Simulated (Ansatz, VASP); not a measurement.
## InPd: VASP beside Ansatz

The input INCAR:

```
SYSTEM = InPd
AGGAC = 1.0
AGGAX = 1.0
ALDAC = 0.0
ALDAX = 1.0
ALGO = Normal
EDIFF = 1E-6
EDIFFG = -0.01
ENCUT = 600
GGA = B5
IBRION = 2
ISIF = 3
ISMEAR = -1
IVDW = 12
LASPH = .True.
LCHARG = .False.
LREAL = .False.
LWAVE = .False.
NELM = 60
NSW = 60
PREC = Accurate
SIGMA = 0.05
VDW_A1 = 0.4298
VDW_A2 = 4.2359
VDW_S6 = 1.0
VDW_S8 = 2.6996
```

KPOINTS

```
k-points
0
Gamma
  8 8 8
  0 0 0
```

The input POSCAR:

```
InPd
1.0
    3.2718847800      0.0000000000      0.0000000000
    0.0000000000      3.2718847800      0.0000000000
    0.0000000000      0.0000000000      3.2718847800
In Pd
1 1
Direct
    0.0000000000      0.0000000000      0.0000000000
    0.5000000000      0.5000000000      0.5000000000
```

input.yaml

```yaml
crystal:
  lattice:
    - [3.27188478, 0.0, 0.0]
    - [0.0, 3.27188478, 0.0]
    - [0.0, 0.0, 3.27188478]
  atoms:
    - { symbol: In, position: [0.0, 0.0, 0.0] }
    - { symbol: Pd, position: [0.5, 0.5, 0.5] }
hamiltonian:
  xc: blyp
  pseudopotentials: { kind: paw }
  dispersion: d3bj
kpoints:
  mp_grid: { grid: [8, 8, 8] }
scf:
  occupations: { method: fermi_dirac, width: 0.05 }
output:
  forces: true
  stress: true
  eigenvalues: true
relax:
  f_tol: 0.01
  max_steps: 40
  cell: { stress_tol: 0.05 }
```

The cell comes from a database or a generator and needn't be the stable form of this composition.

Alike in both runs: task relaxation of cell and atoms; functional BLYP; dispersion D3(BJ); k mesh 8 × 8 × 8; occupations fermi-dirac, width 0.05 eV; no spin polarisation.

|  | VASP | Ansatz |
| --- | --- | --- |
| version | VASP 6.6.1 | Ansatz 0.2.0 |
| potentials or method | VASP PAW PBE potentials, release 64 (In_d, Pd) | Ansatz PAW |
| plane-wave cutoff (eV) | 600 | 420 |
| valence electrons in the cell | 23 | 31 |

|  | VASP | Ansatz | Ansatz less VASP |
| --- | --- | --- | --- |
| gap on the k mesh at the Fermi level, each at its own relaxed structure (eV) | none | none | - |
| relaxed volume (Å³/atom) | 17.48 | 17.41 | -0.069 |
| relaxed cell length with the largest relative difference (Å) | 3.270 | 3.265 | -0.0043 |

A gap of «none» marks a metal or a gap that the smearing closes. The two sets of potentials don't hold the same shells in valence.

Caveats: pairwise dispersion overbinds metals, which lowers pressure and volume; the PAW data sets were made with another functional, which shifts forces and pressure a little (VASP); the plane-wave basis is chosen anew once the cell has moved, so the energies of steps on either side of that aren't comparable (Ansatz); the PAW data sets come from PBE, with cores solved anew for the run's functional, which leaves a small shift of forces and pressure (Ansatz).
